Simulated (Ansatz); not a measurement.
## Calculated ⁴⁷Ti nuclear quadrupole resonance for TiO2

Cell: a structure deposited in the COD whose atoms were relaxed with PBE, the cell held.

Space group Pbcn (No. 60); a = 4.5150, b = 5.4970, c = 4.9390 Å.

| site | Wyckoff | site symmetry | x | y | z |
| --- | --- | --- | --- | --- | --- |
| Ti | 4c | .2. | 0.0000 | 0.1745 | 0.2500 |
| O | 8d | 1 | 0.2704 | 0.3819 | 0.4197 |

One atom of each set is listed.

Method: Kohn–Sham DFT in Ansatz, PBE, plane waves and PAW, scalar-relativistic, 420 eV cutoff, Γ-centred 4×4×4 k-points, Fermi–Dirac smearing 0.02 eV.

⁴⁷Ti: I = 5/2, Q = 302.0 mb (year-2017 value). Static lattice, zero field.

**Question.** The simulated lines lie at 4.13, 5.46 MHz. What are |C_Q|, η and |V_zz| at Ti?

**Answer.** For I = 5/2 and η = 0 the lines are 3|C_Q|/20 and twice that; η pulls their ratio below 2. Here |C_Q| = 19.6 MHz, η = 0.68 and |V_zz| = 2.68 × 10²¹ V/m². The calculation gives V_zz positive; the lines don't show the sign. The site has 6 O at 1.87–2.09 Å.

At this cell the PBE pressure is 5 GPa, so with PBE the cell would grow if it were relaxed.

The relaxation (5 steps) took 47 s of wall time (47 s of CPU time) and 0.49 GiB at its peak, on 1 thread of Arm Neoverse V2 (aarch64; 8 cores open to the job, memory cap 3.0 GiB, no GPU), a shared host with a load of 0.3 a core.
